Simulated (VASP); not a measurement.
# SnTe (F-43m) in VASP: a series of runs

Runs on SnTe. Level: HSE06. Tasks: single point.

All numbers are computed with VASP 6.6.1; they aren't measurements. Logs are shortened: lines on timing, memory, paths and dates and some standing lists are left out, and cuts for length are marked.

## (1) The crystal as given

The structure is cubic, space group F-43m (No. 216). Conventional cell: a = 7.222 Å, b = 7.222 Å, c = 7.222 Å, α = 90.00°, β = 90.00°, γ = 90.00°. Te (site symmetry -43m) is surrounded by 4 Sn at 3.13 Å. Sn (site symmetry -43m) has 4 Te at 3.13 Å as nearest neighbours.

Measurements of this composition are mostly on another form, of space group No. 225.

## (2) Single point, HSE06

Input file POSCAR:

```
SnTe
1.0
    0.0000000000      3.6111460000      3.6111460000
    3.6111460000      0.0000000000      3.6111460000
    3.6111460000      3.6111460000      0.0000000000
Te Sn
1 1
Direct
    0.2500000000      0.2500000000      0.2500000000
    0.0000000000      0.0000000000      0.0000000000
```

Input file INCAR.step1:

```
SYSTEM = SnTe
  PREC = Accurate
  ENCUT = 340
  EDIFF = 1E-5
  ISMEAR = 0
  SIGMA = 0.01
  LREAL = .FALSE.
  LASPH = .TRUE.
  NELM = 100
  ALGO = Normal
  ISIF = 2
  LWAVE = .TRUE.
  LCHARG = .FALSE.
  NBANDS = 18
  NKRED = 1
  GGA = PE
```

Input file INCAR.step2:

```
SYSTEM = SnTe
  PREC = Accurate
  ENCUT = 340
  EDIFF = 1E-6
  ISMEAR = 0
  SIGMA = 0.01
  LREAL = .FALSE.
  LASPH = .TRUE.
  NELM = 100
  ALGO = Normal
  ISIF = 2
  LWAVE = .FALSE.
  LCHARG = .FALSE.
  GGA = PE
  LHFCALC = .TRUE.
  HFSCREEN = 0.2
  PRECFOCK = Fast
  NBANDS = 18
  NKRED = 1
  ISTART = 1
```

Input file KPOINTS:

```
regular mesh
0
G
  3 3 3
  0 0 0
```

Potentials or basis: VASP PAW PBE potentials, release 64 (Te, Sn_d).

Started as:

```bash
cat potpaw_PBE.64/Te/POTCAR potpaw_PBE.64/Sn_d/POTCAR > POTCAR
cp INCAR.step1 INCAR
mpirun -np 1 vasp_std > vasp.out
cp INCAR.step2 INCAR
mpirun -np 1 vasp_std > vasp.out
```

OUTCAR:

```text
SYSTEM = SnTe
   PREC = Accurate
   ENCUT = 340
   EDIFF = 1E-6
   ISMEAR = 0
   LREAL = .FALSE.
   LASPH = .TRUE.
   NELM = 100
   ISIF = 2
   GGA = PE
   LHFCALC = .TRUE.
   HFSCREEN = 0.2
   PRECFOCK = Fast
   NKRED = 1
   ISTART = 1

 Found      4 irreducible k-points:

 Following reciprocal coordinates:
            Coordinates               Weight
  0.000000  0.000000  0.000000      1.000000
  0.333333  0.000000  0.000000      8.000000
  0.333333  0.333333  0.000000      6.000000
 -0.333333  0.333333  0.000000     12.000000
   k-points           NKPTS =      4   k-points in BZ     NKDIM =     27   number of bands    NBANDS=     18
   number of dos      NEDOS =    301   number of ions     NIONS =      2
   total plane-waves  NPLWV =  32768
   dimension x,y,z NGX =    32 NGY =   32 NGZ =   32
   dimension x,y,z NGXF=    64 NGYF=   64 NGZF=   64
   ions per type =               1   1
   NGX,Y,Z   is equivalent  to a cutoff of  10.42, 10.42, 10.42 a.u.
   NGXF,Y,Z  is equivalent  to a cutoff of  20.83, 20.83, 20.83 a.u.
 SYSTEM =  SnTe
   PREC   = accura    normal or accurate (medium, high low for compatibility)
   ISTART =      1    job   : 0-new  1-cont  2-samecut
   ICHARG =      0    charge: 1-file 2-atom 10-const
   ISPIN  =      1    spin polarized calculation?
   LNONCOLLINEAR =      F non collinear calculations
   LSORBIT =      F    spin-orbit coupling
   LASPH  =      T    aspherical Exc in radial PAW
   ENCUT  =  340.0 eV  24.99 Ry    5.00 a.u.   7.68  7.68  7.68*2*pi/ulx,y,z
   NELM   =    100;   NELMIN=  2; NELMDL=  0     # of ELM steps
   EDIFF  = 0.1E-05   stopping-criterion for ELM
   LREAL  =      F    real-space projection
   EDIFFG = 0.1E-04   stopping-criterion for IOM
   NSW    =      0    number of steps for IOM
   IBRION =     -1    ionic relax: 0-MD 1-quasi-New 2-CG
   NFREE  =      0    steps in history (QN), initial steepest desc. (CG)
   ISIF   =      2    stress and relaxation
   ISYM   =      3    0-nonsym 1-usesym 2-fastsym
   POTIM  = 0.5000    time-step for ionic-motion
   TEBEG  =    0.0;   TEEND  =   0.0 temperature during run
   PSTRESS=    0.0 pullay stress
   NELECT =      20.0000    total number of electrons
   NUPDOWN=      -1.0000    fix difference up-down
   EMIN   =  10.00;   EMAX   =-10.00  energy-range for DOS
   EFERMI =   0.00;   METHOD = LEGACY
   ISMEAR =     0;   SIGMA  =   0.01  broadening in eV -4-tet -1-fermi 0-gaus
   EFERMI_NEDOS =   21; number of points for ismear=-14 and -15
   IALGO  =     38    algorithm
   IMIX   =      1    mixing-type and parameters
     AMIX     =   0.40;   BMIX     =  1.00
     AMIX_MAG =   1.60;   BMIX_MAG =  1.00
  volume/ion in A,a.u.               =      47.09       317.78
  Fermi-wavevector in a.u.,A,eV,Ry     =   0.976704  1.845704 12.979296  0.953951
  Thomas-Fermi vector in A             =   2.107344
   LORBIT       =      0    0 simple, 1 ext, 2 COOP (PROOUT), +10 PAW based schemes
   GGA     = PE    functional components
   LHFCALC =     T    Hartree Fock is set to
   PRECFOCK=fast      Normal, Fast or Accurate (Low or Medium for compatibility)
   ENCUT4O =  -1.0   cutoff for four orbital integrals eV
   NKREDX  =     1    reduce k-point grid by
   NKREDY  =     1    reduce k-point grid by
   NKREDZ  =     1    reduce k-point grid by
   AEXX    =    0.2500 exact exchange contribution
   HFSCREEN=    0.2000 screening length (either q_TF or 0.3 A-1)
   HFSCREENC=   0.2000 screening length for correlation (either q_TF or 0.3 A-1)
   ENCUTFOCK=  -1.0 apply spherical cutoff to Coloumb kernel
   IVDW    =     0    specifies the selected vdW correction
   LEPSILON=     F    determine dielectric tensor
   LRPA    =     F    only Hartree local field effects (RPA)
 non-spin polarized calculation
 Gauss-broadening in eV      SIGMA  =   0.01
  energy-cutoff  :      340.00
  volume of cell :       94.18
 maximum number of plane-waves:      1363
 NGX is ok and might be reduce to    32
  NGX = 18; NGY = 18; NGZ = 18

 number of electron      19.9999991 magnetization

 Free energy of the ion-electron system (eV)
  ---------------------------------------------------
  ext. energy  EPLUGINS =         0.00000000
  ---------------------------------------------------
  free energy    TOTEN  =        -8.57724056 eV

  energy without entropy =       -8.57724056  energy(sigma->0) =       -8.57724056

 E-fermi :   2.4856     XC(G=0):  -6.3007

 val. band max:        2.3538834507   @ k =  -0.3333   0.3333   0.0000
 cond. band min:       3.4891834120   @ k =   0.3333   0.3333   0.0000
 fundamental gap:      1.1352999613
 Fermi energy:         2.4855656415

 k-point     1 :       0.0000    0.0000    0.0000
  band No.  band energies     occupation
      1     -21.1764      2.00000
      2     -21.1764      2.00000
      3     -21.1764      2.00000
      4     -21.1645      2.00000
      5     -21.1645      2.00000
      6      -9.8474      2.00000
[... 10 lines left out ...]
     17      11.1610      0.00000
     18      11.1610      0.00000

 k-point     2 :       0.3333    0.0000    0.0000
  band No.  band energies     occupation
      1     -21.1767      2.00000
      2     -21.1750      2.00000
      3     -21.1750      2.00000
      4     -21.1646      2.00000
      5     -21.1646      2.00000
      6      -9.4144      2.00000
[... 10 lines left out ...]
     17      10.9241      0.00000
     18      13.4055      0.00000

 k-point     3 :       0.3333    0.3333    0.0000
  band No.  band energies     occupation
      1     -21.1786      2.00000
      2     -21.1735      2.00000
      3     -21.1735      2.00000
      4     -21.1653      2.00000
      5     -21.1639      2.00000
      6      -9.2514      2.00000
[... 10 lines left out ...]
     17      13.1067      0.00000
     18      13.1067      0.00000

 k-point     4 :      -0.3333    0.3333    0.0000
  band No.  band energies     occupation
      1     -21.1776      2.00000
      2     -21.1734      2.00000
      3     -21.1733      2.00000
      4     -21.1647      2.00000
      5     -21.1640      2.00000
      6      -9.0475      2.00000
[... 10 lines left out ...]
     17      12.5600      0.00000
     18      13.3488      0.00000

------------------------ aborting loop because EDIFF is reached ----------------------------------------

  FORCE on cell =-STRESS in cart. coord.  units (eV):
  Direction    XX          YY          ZZ          XY          YZ          ZX
  --------------------------------------------------------------------------------------
  -------------------------------------------------------------------------------------
  Total       -0.9712452     -0.9712452     -0.9712452      0.0000000      0.0000000     -0.0000000
  in kB      -16.5224457    -16.5224457    -16.5224457      0.0000000      0.0000000     -0.0000000
  external PRESSURE =     -16.5224457 kB  Pullay stress =       0.0000000 kB

 VOLUME and BASIS-vectors are now :
 -----------------------------------------------------------------------------
  energy-cutoff  :      340.00
  volume of cell :       94.18
      direct lattice vectors                 reciprocal lattice vectors
     0.000000000  3.611146000  3.611146000    -0.138460201  0.138460201  0.138460201
     3.611146000  0.000000000  3.611146000     0.138460201 -0.138460201  0.138460201
     3.611146000  3.611146000  0.000000000     0.138460201  0.138460201 -0.138460201

 POSITION                                       TOTAL-FORCE (eV/Angst)
 -----------------------------------------------------------------------------------
      1.80557      1.80557      1.80557        -0.000000     -0.000000     -0.000000
      0.00000      0.00000      0.00000         0.000000      0.000000      0.000000
 -----------------------------------------------------------------------------------
    total drift:                                0.000024     -0.000011     -0.000023

  FREE ENERGIE OF THE ION-ELECTRON SYSTEM (eV)
  ---------------------------------------------------
  free  energy   TOTEN  =        -8.5772405603 eV

  energy  without entropy=       -8.5772405603  energy(sigma->0) =       -8.57724056
```

Run time: 46 s. Hardware: 1 thread of AMD EPYC 9R14 (Zen 4), shared host; peak memory 0.24 GiB.

These settings aren't checked as converged: the numbers below hold their error.

Results:

```yaml
Free_energy: -8.5772 eV
Pressure: -1.7 GPa
Band_gap_on_the_k_mesh: 1.14 eV, indirect (least direct gap 1.38 eV)
```

Caveat: the k mesh is coarse (spacing up to 0.50 Å⁻¹), so the values aren't converged, least of all with exact exchange; the PAW data sets were made with another functional, which shifts forces and pressure a little; spin-orbit coupling is left out, which moves the levels of the heavy elements; an odd mesh through Γ misses points on the zone boundary, where band edges often lie.

## (3) Single point, HSE06

POSCAR is that of step 2.

Edit INCAR.step1 of step 2 so:

```diff
@@ -2,3 +2,3 @@
   PREC = Accurate
-  ENCUT = 340
+  ENCUT = 400
   EDIFF = 1E-5
```

Edit INCAR.step2 of step 2 so:

```diff
@@ -2,3 +2,3 @@
   PREC = Accurate
-  ENCUT = 340
+  ENCUT = 400
   EDIFF = 1E-6
@@ -16,3 +16,3 @@
   HFSCREEN = 0.2
-  PRECFOCK = Fast
+  PRECFOCK = Low
   NBANDS = 18
```

KPOINTS is that of step 2.

Potentials or basis: VASP PAW PBE potentials, release 64 (Te, Sn_d).

Started as:

```bash
cat potpaw_PBE.64/Te/POTCAR potpaw_PBE.64/Sn_d/POTCAR > POTCAR
cp INCAR.step1 INCAR
mpirun -np 1 vasp_std > vasp.out
cp INCAR.step2 INCAR
mpirun -np 1 vasp_std > vasp.out
```

Run time: 48 s. Hardware: 1 thread of AMD EPYC 9R14 (Zen 4), shared host; peak memory 0.27 GiB.

These settings aren't checked as converged: the numbers below hold their error.

Results:

```
Free energy            : -8.5731 eV
Pressure               : -1.5 GPa
Band gap on the k mesh : 1.13 eV, indirect (least direct gap 1.38 eV)
```

Caveat: the k mesh is coarse (spacing up to 0.50 Å⁻¹), so the values aren't converged, least of all with exact exchange; the PAW data sets were made with another functional, which shifts forces and pressure a little; spin-orbit coupling is left out, which moves the levels of the heavy elements; an odd mesh through Γ misses points on the zone boundary, where band edges often lie.

## (4) Single point, HSE06

POSCAR is that of step 3.

INCAR.step1 is that of step 3.

Edit INCAR.step2 of step 3 so:

```diff
@@ -16,3 +16,3 @@
   HFSCREEN = 0.2
-  PRECFOCK = Low
+  PRECFOCK = Accurate
   NBANDS = 18
```

KPOINTS is that of step 3.

Started as:

```bash
cat potpaw_PBE.64/Te/POTCAR potpaw_PBE.64/Sn_d/POTCAR > POTCAR
cp INCAR.step1 INCAR
mpirun -np 1 vasp_std > vasp.out
cp INCAR.step2 INCAR
mpirun -np 1 vasp_std > vasp.out
```

Run time: 3.7 min. Hardware: 1 thread of AMD EPYC 9R14 (Zen 4), shared host; peak memory 0.3 GiB.

These settings aren't checked as converged: the numbers below hold their error.

What came out:

```
Free energy            : -8.5804 eV
Pressure               : -1.5 GPa
Band gap on the k mesh : 1.14 eV, indirect (least direct gap 1.38 eV)
```

Caveat: the k mesh is coarse (spacing up to 0.50 Å⁻¹), so the values aren't converged, least of all with exact exchange; the PAW data sets were made with another functional, which shifts forces and pressure a little; spin-orbit coupling is left out, which moves the levels of the heavy elements; an odd mesh through Γ misses points on the zone boundary, where band edges often lie.

## (5) Single point, HSE06

POSCAR is that of step 4.

Edit INCAR.step1 of step 4 so:

```diff
@@ -2,3 +2,3 @@
   PREC = Accurate
-  ENCUT = 400
+  ENCUT = 340
   EDIFF = 1E-5
```

Edit INCAR.step2 of step 4 so:

```diff
@@ -2,3 +2,3 @@
   PREC = Accurate
-  ENCUT = 400
+  ENCUT = 340
   EDIFF = 1E-6
@@ -16,3 +16,3 @@
   HFSCREEN = 0.2
-  PRECFOCK = Accurate
+  PRECFOCK = Fast
   NBANDS = 18
```

Input file KPOINTS:

```
regular mesh
0
G
  4 4 4
  0 0 0
```

Potentials or basis: VASP PAW PBE potentials, release 64 (Te, Sn_d).

Started as:

```bash
cat potpaw_PBE.64/Te/POTCAR potpaw_PBE.64/Sn_d/POTCAR > POTCAR
cp INCAR.step1 INCAR
mpirun -np 1 vasp_std > vasp.out
cp INCAR.step2 INCAR
mpirun -np 1 vasp_std > vasp.out
```

OUTCAR:

```text
SYSTEM = SnTe
   PREC = Accurate
   ENCUT = 340
   EDIFF = 1E-6
   ISMEAR = 0
   LREAL = .FALSE.
   LASPH = .TRUE.
   NELM = 100
   ISIF = 2
   GGA = PE
   LHFCALC = .TRUE.
   HFSCREEN = 0.2
   PRECFOCK = Fast
   NKRED = 1
   ISTART = 1

 Found      8 irreducible k-points:

 Following reciprocal coordinates:
            Coordinates               Weight
  0.000000  0.000000  0.000000      1.000000
[... 212 lines left out ...]
     18      12.5174      0.00000

 [... further k-points ...]

------------------------ aborting loop because EDIFF is reached ----------------------------------------

  FORCE on cell =-STRESS in cart. coord.  units (eV):
  Direction    XX          YY          ZZ          XY          YZ          ZX
  --------------------------------------------------------------------------------------
  -------------------------------------------------------------------------------------
  Total       -0.5055117     -0.5055117     -0.5055117      0.0000000      0.0000000     -0.0000000
  in kB       -8.5995683     -8.5995683     -8.5995683      0.0000000      0.0000000     -0.0000000
  external PRESSURE =      -8.5995683 kB  Pullay stress =       0.0000000 kB

 VOLUME and BASIS-vectors are now :
 -----------------------------------------------------------------------------
  energy-cutoff  :      340.00
  volume of cell :       94.18
      direct lattice vectors                 reciprocal lattice vectors
     0.000000000  3.611146000  3.611146000    -0.138460201  0.138460201  0.138460201
     3.611146000  0.000000000  3.611146000     0.138460201 -0.138460201  0.138460201
     3.611146000  3.611146000  0.000000000     0.138460201  0.138460201 -0.138460201

 POSITION                                       TOTAL-FORCE (eV/Angst)
 -----------------------------------------------------------------------------------
      1.80557      1.80557      1.80557        -0.000000     -0.000000     -0.000000
      0.00000      0.00000      0.00000         0.000000      0.000000      0.000000
 -----------------------------------------------------------------------------------
    total drift:                               -0.000011     -0.000056     -0.000029

  FREE ENERGIE OF THE ION-ELECTRON SYSTEM (eV)
  ---------------------------------------------------
  free  energy   TOTEN  =        -8.4673475915 eV

  energy  without entropy=       -8.4673475915  energy(sigma->0) =       -8.46734759
```

OUTCAR.step1:

```text
SYSTEM = SnTe
   PREC = Accurate
   ENCUT = 340
   EDIFF = 1E-5
   ISMEAR = 0
   LREAL = .FALSE.
   LASPH = .TRUE.
[... 239 lines left out ...]
      1.80557      1.80557      1.80557         0.000000     -0.000000     -0.000000
      0.00000      0.00000      0.00000        -0.000000      0.000000      0.000000
 -----------------------------------------------------------------------------------
    total drift:                               -0.000000     -0.000000     -0.000000

  FREE ENERGIE OF THE ION-ELECTRON SYSTEM (eV)
  ---------------------------------------------------
  free  energy   TOTEN  =        -7.0723420500 eV

  energy  without entropy=       -7.0723420500  energy(sigma->0) =       -7.07234205
```

OSZICAR.step1:

```text
N       E                     dE             d eps       ncg     rms          rms(c)
DAV:   1     0.113198746243E+03    0.11320E+03   -0.73053E+03   288   0.800E+02
DAV:   2     0.446524344068E+01   -0.10873E+03   -0.10543E+03   324   0.245E+02
DAV:   3    -0.683961171158E+01   -0.11305E+02   -0.11245E+02   320   0.813E+01
DAV:   4    -0.720302368675E+01   -0.36341E+00   -0.36319E+00   332   0.155E+01
DAV:   5    -0.721863868913E+01   -0.15615E-01   -0.15615E-01   390   0.303E+00    0.433E+00
DAV:   6    -0.707200782337E+01    0.14663E+00   -0.37981E-01   378   0.260E+00    0.280E+00
DAV:   7    -0.706974098182E+01    0.22668E-02   -0.85598E-02   308   0.105E+00    0.106E+00
DAV:   8    -0.707131992597E+01   -0.15789E-02   -0.96826E-03   334   0.646E-01    0.245E-01
DAV:   9    -0.707200027299E+01   -0.68035E-03   -0.21515E-03   308   0.272E-01    0.698E-02
DAV:  10    -0.707220380753E+01   -0.20353E-03   -0.40249E-04   300   0.928E-02    0.365E-02
DAV:  11    -0.707233953968E+01   -0.13573E-03   -0.20833E-04   292   0.565E-02    0.329E-02
DAV:  12    -0.707234204996E+01   -0.25103E-05   -0.48640E-06   280   0.170E-02
   1 F= -.70723420E+01 E0= -.70723420E+01  d E =-.115592E-11
```

Run time: 2.5 min. Hardware: 1 thread of AMD EPYC 9R14 (Zen 4), shared host; peak memory 0.25 GiB.

These settings aren't checked as converged: the numbers below hold their error.

Results:

```
Free energy            : -8.4673 eV
Pressure               : -0.9 GPa
Band gap on the k mesh : 0.38 eV, indirect (least direct gap 1.16 eV)
```

Caveat: the PAW data sets were made with another functional, which shifts forces and pressure a little; spin-orbit coupling is left out, which moves the levels of the heavy elements.

(Continued in part 2 of 2.)
